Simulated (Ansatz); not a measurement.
# W2C (P-3m1) in Ansatz: notebook

One crystal, W2C, is run at these levels: LDA; tasks: single point, equation of state.

All numbers are computed with Ansatz 0.2.0; they aren't measurements. Logs are shortened: lines on timing, memory, paths and dates and some standing lists are left out, and cuts for length are marked.

### Step 1. The structure

Symmetry: P-3m1, No. 164, trigonal system. Conventional cell: a = 3.070 Å, b = 3.070 Å, c = 4.678 Å, α = 90.00°, β = 90.00°, γ = 120.00°. W (site symmetry 3m) has 3 C at 2.13 Å as nearest neighbours. C (site symmetry -3m) has 6 W at 2.13 Å as nearest neighbours.

The cell comes from a database or a generator and needn't be the stable form of this composition.

### Step 2. Single point, LDA, collinear spin, ferromagnetic start, 11.97 Å³/atom (volume scaled by 0.94)

Contents of input.yaml:

```yaml
crystal:
  lattice:
    - [3.007374064, 0.0, 0.0]
    - [-1.503687032, 2.6044623381, 0.0]
    - [0.0, 0.0, 4.5829230794]
  atoms:
    - { symbol: W, position: [0.6666666667, 0.3333333333, 0.253669], spin: 1.0 }
    - { symbol: W, position: [0.3333333333, 0.6666666667, 0.746331] }
    - { symbol: C, position: [0.0, 0.0, 0.0] }
kpoints:
  mp_grid: { grid: [10, 10, 6] }
scf:
  occupations: { method: gaussian, width: 0.025 }
  lower_state_search: "off"
hamiltonian:
  xc: lda
  pseudopotentials:
    kind: all_electron
    lapw: { basis_error: 0.0005, small_component_spin: dirac_moment }
magnetization:
  spin_polarized: true
  initial_magnetization: 1.0
  spin_locking: { lock_magnetization: hard }
output:
  forces: true
  stress: true
  eigenvalues: true
```

Potentials or basis: all-electron LAPW, Dirac moment of small components.

Started as:

```bash
$ ansatz run input.yaml --threads 2 --pin off --max-ram 6144MiB --backend cpu --events-out ev --progress --plain --runs-dir out
```

Log:

```text
Warning: RAYON_NUM_THREADS=2 ignored (pool sized by the plan → 2); use --threads N
LAPW: plane waves up to 10.329 Å⁻¹, error target 5.0e-4 eV per atom; small_component_spin dirac_moment; C in spheres of 0.856 Å, 6 of its electrons in bands, Dirac shells []; W in spheres of 1.234 Å, 44 of its electrons in bands, Dirac shells [] (how accurate: hamiltonian.pseudopotentials.lapw.basis_error, Limitations)
Engine: ansatz 0.2.0, aarch64-unknown-linux-gnu
Pseudopotentials: kind: all_electron
Pseudopotential: W, LAPW, valence charge 44, lapw/all_electron/scalar/gaussian/W, Koelling and Harmon's equation, gaussian nucleus
Pseudopotential: C, LAPW, valence charge 6, lapw/all_electron/scalar/gaussian/C, Koelling and Harmon's equation, gaussian nucleus
Functional definition: SPW92
  exchange = slater_x
  correlation = pw_c
Crystal: 3 atoms, lattice volume = 35.896 Å³
Basis set: ecut = 406.4636265001663 eV, 651 PW (Γ), exchange–correlation at level 2
Bands: 57, of which v1, the nominal top of the filled ones, is band 47 counted from 1 (46 counted from 0)
Symmetry: 6 space group operations
Space group: P3m1 (ITA 156), of the structure as read, at distance tolerance 3.3e-5 Å
Magnetic group: BNS 156.49 (UNI 1279), of the structure as read, at distance tolerance 3.3e-5 Å
k-points: 72 of 600 (time reversal used)
Non-local potential: W, projectors of the file, none
Non-local potential: C, projectors of the file, none
Initial density: superposition of atomic densities (chi_scale 0.1, normalization cell)
Starting moments: Σ|m| = 1 μB on 1 of 3 sites
Initial wavefunctions: plane waves of lowest kinetic energy (no species holds an atomic orbital)
Functional: x = slater, c = lda
iter 1 solved again at ethr=6.50e-3 eV; its pass at ethr=1.00e-1 eV (dr2=6.11e0 eV) is discarded
SCF iter   1: F=—  HF=-878925.611422 eV  |F-HF|=—  |Δ(HF+E_count)|=         —  Δρ=5.73e-2 (↑5.73e-2 ↓5.44e-2)  dr2=6.11e0  dr2_m=4.21e-2  M=1.000 μB ∫|m|=1.003 μB  β_m=0.30  ethr=6.50e-3  ⟨swp⟩=2.0  Hψ=51005  notcnv=0
[... 17 lines left out ...]
Stability checked in part: among states of this total moment the steps that led to this state did not find it unstable. No probe was made; neither looks for a lower state of another moment (fixed_total_moment; see scf.lower_state_search)
Magnetization: 1.0000 μB (47.5000 up, 46.5000 down)
Absolute magnetization: 1.0018 μB (∫|ρ↑−ρ↓|)
Spin contamination: 0.0002 ħ² per cell (⟨S²⟩ above its minimum at these occupations)
Per-site moments (μB) at R_I (Å): [(0.3650458080676131, 1.2339833430925955), (0.36504279183406396, 1.2339833430925955), (0.046626289257754916, 0.8555807734294002)]
Free energy (F): -878923.553610 eV
Harris-Foulkes:  -878923.553610 eV  (|F-HF|=2.10e-9)
Internal energy: -878923.552988 eV  (E = F + TS)
E sigma→0 (E₀):  -878923.553299 eV
Entropy (-TS):   -0.000622 eV (-0.207 meV/atom)
Fermi energy:    28.122093 (↑ 28.779549, ↓ 27.464638) eV
--- Per-component energies (eV) ---
  E_band       = -9204.680470
  E_kinetic    = 983963.409465
  E_xc         = -17294.805279
  E_electrostatic = -1845592.157174  (all electrons and nuclei)
  E_smearing   = -0.000622  (= −TS)
  E_closure    = 0.000000  (closes the sum)
  E_atoms      = -878888.372195  (free atoms, spherical and without spin; not in F)
  Σ components = -878923.553610   (vs F -878923.553610, Δ=0.00e0)
  Basis errors (estimates in eV, not in F): energy 1.9e-4 per atom: plane waves 1.7e-4 (9.5e-5 summed), levels above the bands 0.0e0, relativity 1.4e-8, radial functions 2.1e-5, core shells 6.7e-7; eigenvalues (radial functions only) 2.0e-6; not estimated: angular momenta, meshes, grids; target (lapw.basis_error) 5.0e-4; muffin-tin radii C 0.856 Å, W 1.234 Å
--- Forces (eV/Å), atoms counted from 1 ---
  atom   1  W     -0.00000000    -0.00000000     0.38988270
  atom   2  W      0.00000000     0.00000000    -0.38988773
  atom   3  C      0.00000000    -0.00000000     0.00000588
  max |Σ_I F_I| component: 8.49e-7 eV/Å
--- Stress (GPa, compression-positive) ---
        6.541734      -0.000000      -0.000000
        0.000000       6.541734      -0.000000
       -0.000000      -0.000000      11.333086
  P = ⅓ Tr σ = 8.1389 GPa (81.389 kbar)
--- Band table (eV; the first three rows and the last of 144) ---
  k-point 0 ↑: bands = ["-389.3168", "-389.3168", "-389.3167", "-389.3167", "-389.3011", "-389.3010", "-235.5314", "-204.9241", "-204.9241", "-204.9241", "-204.9241", "-204.9078", "-204.9077", "-204.9077", "-204.9077", "-204.9077", "-204.9077", "-46.4247", "-46.3229", "-11.2970", "-10.5431", "-10.5431", "-10.3776", "-10.3776", "-10.1904", "-0.5657", "-0.5624", "-0.5426", "-0.5421", "-0.5421", "-0.5340", "-0.5340", "-0.5325", "-0.5305", "-0.5305", "-0.5300", "-0.5185", "-0.5112", "-0.5112", "13.4313", "19.3844", "22.4922", "22.4922", "24.4183", "26.5704", "26.7015", "26.7015", "27.0223", "27.0223", "28.7584", "28.7584", "29.8671", "35.4205", "36.1968", "36.1968", "39.2437", "41.9651"]
  k-point 1 ↑: bands = ["-389.3168", "-389.3168", "-389.3167", "-389.3167", "-389.3011", "-389.3010", "-235.5314", "-204.9241", "-204.9241", "-204.9241", "-204.9241", "-204.9078", "-204.9077", "-204.9077", "-204.9077", "-204.9077", "-204.9077", "-46.4179", "-46.3298", "-11.2279", "-10.5323", "-10.5323", "-10.3886", "-10.3886", "-10.2699", "-0.5661", "-0.5630", "-0.5452", "-0.5452", "-0.5405", "-0.5369", "-0.5369", "-0.5323", "-0.5302", "-0.5256", "-0.5256", "-0.5198", "-0.5100", "-0.5100", "13.5856", "19.2437", "22.3907", "22.3907", "24.4110", "26.2520", "26.3664", "26.3664", "27.4034", "27.4034", "29.2577", "29.2577", "30.4066", "34.5367", "35.4076", "35.4076", "39.9399", "41.3557"]
  k-point 2 ↑: bands = ["-389.3168", "-389.3168", "-389.3167", "-389.3167", "-389.3011", "-389.3010", "-235.5314", "-204.9241", "-204.9241", "-204.9241", "-204.9241", "-204.9078", "-204.9077", "-204.9077", "-204.9077", "-204.9077", "-204.9077", "-46.3995", "-46.3484", "-11.0363", "-10.5029", "-10.5029", "-10.4824", "-10.4183", "-10.4183", "-0.5664", "-0.5643", "-0.5482", "-0.5482", "-0.5422", "-0.5422", "-0.5353", "-0.5319", "-0.5306", "-0.5235", "-0.5179", "-0.5179", "-0.5092", "-0.5092", "13.9281", "18.9026", "22.2158", "22.2158", "24.5208", "25.6872", "25.8686", "25.8686", "28.4428", "28.4428", "29.9370", "29.9370", "31.3217", "33.4314", "33.8976", "33.8976", "39.3289", "42.3408"]
  k-point 71 ↓: bands = ["-389.2968", "-389.2968", "-389.2967", "-389.2967", "-389.2812", "-389.2811", "-235.5013", "-204.8988", "-204.8988", "-204.8988", "-204.8988", "-204.8850", "-204.8850", "-204.8850", "-204.8850", "-204.8815", "-204.8814", "-46.1542", "-46.1536", "-10.8983", "-10.8881", "-10.6597", "-10.6346", "-10.1680", "-10.1673", "-0.5082", "-0.5080", "-0.4945", "-0.4939", "-0.4906", "-0.4896", "-0.4863", "-0.4862", "-0.4807", "-0.4805", "-0.4784", "-0.4763", "-0.4695", "-0.4694", "15.7332", "20.6201", "20.8666", "22.4340", "25.2267", "25.5215", "25.5694", "27.6762", "28.6677", "29.7618", "31.7024", "32.2974", "34.0313", "35.1161", "35.7241", "36.3665", "40.0923", "40.8021"]
```

Run time: 2.7 min. Hardware: 2 threads of Arm Neoverse V1, shared host; peak memory 0.95 GiB.

Results:

| Property | Result |
| --- | --- |
| Free energy | -878923.5536 eV |
| Pressure | 8.1 GPa |
| Largest force | 0.390 eV/Å |
| Absolute moment | 1.00 μB per cell |
| Site moments | W +0.37; C +0.05 μB |

Caveat: the total moment is fixed, so each spin has its own Fermi level.

### Step 3. Single point, LDA, collinear spin, ferromagnetic start, 12.22 Å³/atom (volume scaled by 0.96)

Edit input.yaml of step 2 so:

```diff
@@ -2,5 +2,5 @@
   lattice:
-    - [3.007374064, 0.0, 0.0]
-    - [-1.503687032, 2.6044623381, 0.0]
-    - [0.0, 0.0, 4.5829230794]
+    - [3.0285534524, 0.0, 0.0]
+    - [-1.5142767262, 2.6228042265, 0.0]
+    - [0.0, 0.0, 4.615198249]
   atoms:
```

Potentials or basis: all-electron LAPW, Dirac moment of small components.

Started as:

```bash
$ ansatz run input.yaml --threads 2 --pin off --max-ram 6144MiB --backend cpu --events-out ev --progress --plain --runs-dir out
```

Wall time 2.5 min (2 threads of Arm Neoverse V1, shared host); peak memory 0.95 GiB.

The run converged. Its results:

- Free energy: -878923.5728 eV
- Pressure: 0.1 GPa
- Largest force: 0.177 eV/Å
- Absolute moment: 1.00 μB per cell
- Site moments: W +0.37; C +0.05 μB

Caveat: the total moment is fixed, so each spin has its own Fermi level.

### Step 4. Single point, LDA, collinear spin, ferromagnetic start, 12.47 Å³/atom (volume scaled by 0.98)

Edit input.yaml of step 3 so:

```diff
@@ -2,5 +2,5 @@
   lattice:
-    - [3.0285534524, 0.0, 0.0]
-    - [-1.5142767262, 2.6228042265, 0.0]
-    - [0.0, 0.0, 4.615198249]
+    - [3.049440688, 0.0, 0.0]
+    - [-1.524720344, 2.6408931031, 0.0]
+    - [0.0, 0.0, 4.6470282083]
   atoms:
```

Started as:

```bash
$ ansatz run input.yaml --threads 2 --pin off --max-ram 6144MiB --backend cpu --events-out ev --progress --plain --runs-dir out
```

Wall time 2.5 min (2 threads of Arm Neoverse V1, shared host); peak memory 0.94 GiB.

Results (log left out):

```
Free energy     : -878923.5557 eV
Pressure        : -7.1 GPa
Largest force   : 0.019 eV/Å
Absolute moment : 1.00 μB per cell
Site moments    : W +0.37; C +0.04 μB
```

Caveat: the total moment is fixed, so each spin has its own Fermi level.

### Step 5. Single point, LDA, collinear spin, ferromagnetic start, 12.73 Å³/atom

Edit input.yaml of step 4 so:

```diff
@@ -2,5 +2,5 @@
   lattice:
-    - [3.049440688, 0.0, 0.0]
-    - [-1.524720344, 2.6408931031, 0.0]
-    - [0.0, 0.0, 4.6470282083]
+    - [3.070045642, 0.0, 0.0]
+    - [-1.535022821, 2.6587375167, 0.0]
+    - [0.0, 0.0, 4.678428]
   atoms:
```

Started as:

```bash
$ ansatz run input.yaml --threads 2 --pin off --max-ram 6144MiB --backend cpu --events-out ev --progress --plain --runs-dir out
```

It took 2.5 min on 2 threads of Arm Neoverse V1, shared host; peak memory 0.94 GiB.

It converged, with:

* Free energy: -878923.5059 eV
* Pressure: -13.6 GPa
* Largest force: 0.199 eV/Å
* Absolute moment: 1.00 μB per cell
* Site moments: W +0.37; C +0.04 μB

Caveat: the total moment is fixed, so each spin has its own Fermi level.

### Step 6. Single point, LDA, collinear spin, ferromagnetic start, 12.98 Å³/atom (volume scaled by 1.02)

Edit input.yaml of step 5 so:

```diff
@@ -2,5 +2,5 @@
   lattice:
-    - [3.070045642, 0.0, 0.0]
-    - [-1.535022821, 2.6587375167, 0.0]
-    - [0.0, 0.0, 4.678428]
+    - [3.0903776626, 0.0, 0.0]
+    - [-1.5451888313, 2.6763455631, 0.0]
+    - [0.0, 0.0, 4.7094118698]
   atoms:
```

Potentials or basis: all-electron LAPW, Dirac moment of small components.

Started as:

```bash
$ ansatz run input.yaml --threads 2 --pin off --max-ram 6144MiB --backend cpu --events-out ev --progress --plain --runs-dir out
```

Wall time 2.5 min (2 threads of Arm Neoverse V1, shared host); peak memory 0.94 GiB.

The run converged. Its results:

```
Free energy     : -878923.4269 eV
Pressure        : -19.4 GPa
Largest force   : 0.367 eV/Å
Absolute moment : 1.00 μB per cell
Site moments    : W +0.37; C +0.04 μB
```

Caveat: the total moment is fixed, so each spin has its own Fermi level.

### Step 7. Single point, LDA, collinear spin, ferromagnetic start, 13.24 Å³/atom (volume scaled by 1.04)

Edit input.yaml of step 6 so:

```diff
@@ -2,5 +2,5 @@
   lattice:
-    - [3.0903776626, 0.0, 0.0]
-    - [-1.5451888313, 2.6763455631, 0.0]
-    - [0.0, 0.0, 4.7094118698]
+    - [3.1104456123, 0.0, 0.0]
+    - [-1.5552228062, 2.6937249173, 0.0]
+    - [0.0, 0.0, 4.7399933233]
   atoms:
```

Started as:

```bash
$ ansatz run input.yaml --threads 2 --pin off --max-ram 6144MiB --backend cpu --events-out ev --progress --plain --runs-dir out
```

It took 2.5 min on 2 threads of Arm Neoverse V1, shared host; peak memory 0.94 GiB.

It converged, with:

| Property | Result |
| --- | --- |
| Free energy | -878923.3218 eV |
| Pressure | -24.6 GPa |
| Largest force | 0.521 eV/Å |
| Absolute moment | 1.00 μB per cell |
| Site moments | W +0.38; C +0.04 μB |

Caveat: the total moment is fixed, so each spin has its own Fermi level.

### Step 8. Single point, LDA, collinear spin, ferromagnetic start, 13.49 Å³/atom (volume scaled by 1.06)

Edit input.yaml of step 7 so:

```diff
@@ -2,5 +2,5 @@
   lattice:
-    - [3.1104456123, 0.0, 0.0]
-    - [-1.5552228062, 2.6937249173, 0.0]
-    - [0.0, 0.0, 4.7399933233]
+    - [3.130257902, 0.0, 0.0]
+    - [-1.565128951, 2.7108828635, 0.0]
+    - [0.0, 0.0, 4.7701851776]
   atoms:
```

Started as:

```bash
$ ansatz run input.yaml --threads 2 --pin off --max-ram 6144MiB --backend cpu --events-out ev --progress --plain --runs-dir out
```

Wall time 2.6 min (2 threads of Arm Neoverse V1, shared host); peak memory 0.94 GiB.

The run converged. Its results:

* Free energy: -878923.1933 eV
* Pressure: -29.2 GPa
* Largest force: 0.663 eV/Å
* Absolute moment: 1.00 μB per cell
* Site moments: W +0.38; C +0.04 μB

Caveat: the total moment is fixed, so each spin has its own Fermi level.

### Step 9. Equation of state, LDA, collinear spin, ferromagnetic start

Potentials or basis: all-electron LAPW, Dirac moment of small components.

No new run: the results of the series are fitted here.

Results:

```yaml
Equilibrium_volume: 12.22 Å³/atom
Bulk_modulus_at_fixed_shape_and_positions: 366 GPa
Pressure_derivative_of_the_bulk_modulus: 4.3
```

Energy against volume, from the lowest point:
```
volume (Å³/atom)  energy (meV/atom)
          11.965               6.41
          12.220               0.00
          12.475               5.72
          12.729              22.31
          12.984              48.64
          13.238              83.68
          13.493             126.52
```

Caveat: the cell was scaled at fixed shape and fractional positions, which overstates the stiffness of a crystal with free parameters, most of all of layers and chains; the total moment is fixed, so each spin has its own Fermi level. Spin-orbit coupling is left out, which matters for the levels of W.
